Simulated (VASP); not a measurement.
Input of a VASP 6.6.1 run:

Contents of INCAR:

```
SYSTEM = CdSe
ALGO = Normal
EDIFF = 1E-6
EDIFFG = -0.01
ENCUT = 600
GGA = CA
IBRION = 2
ISIF = 3
ISMEAR = 0
LASPH = .TRUE.
LCHARG = .FALSE.
LREAL = .FALSE.
LWAVE = .FALSE.
NELM = 80
NSW = 90
PREC = Accurate
SIGMA = 0.03
```

KPOINTS

```
k-points
0
G
  9 9 4
  0 0 0
```

Contents of POSCAR:

```
CdSe
1.0
    4.3000000000      0.0000000000      0.0000000000
   -2.1500000000      3.7239092363      0.0000000000
    0.0000000000      0.0000000000      7.0200000000
Cd Se
2 2
Direct
    0.3333333333      0.6666666667      0.0000000000
    0.6666666667      0.3333333333      0.5000000000
    0.3333333333      0.6666666667      0.3850000000
    0.6666666667      0.3333333333      0.8850000000
```

Potentials or basis: VASP PAW LDA potentials, release 64 (Cd, Se).

Launch:

```bash
$ cat potpaw_LDA.64/Cd/POTCAR potpaw_LDA.64/Se/POTCAR > POTCAR
$ mpirun -np 1 vasp_std > vasp.out
```

(1) Predict the band gap on the k mesh.

(2) Predict the relaxed cell.

(3) What does it give for the space group after relaxing (to 0.05 Å)?

## Answers

(1) 0.48 eV, direct.

(2) a = 4.257 Å, b = 4.257 Å, c = 6.962 Å, α = 90.00°, β = 90.00°, γ = 120.00°.

(3) P6_3mc (No. 186).
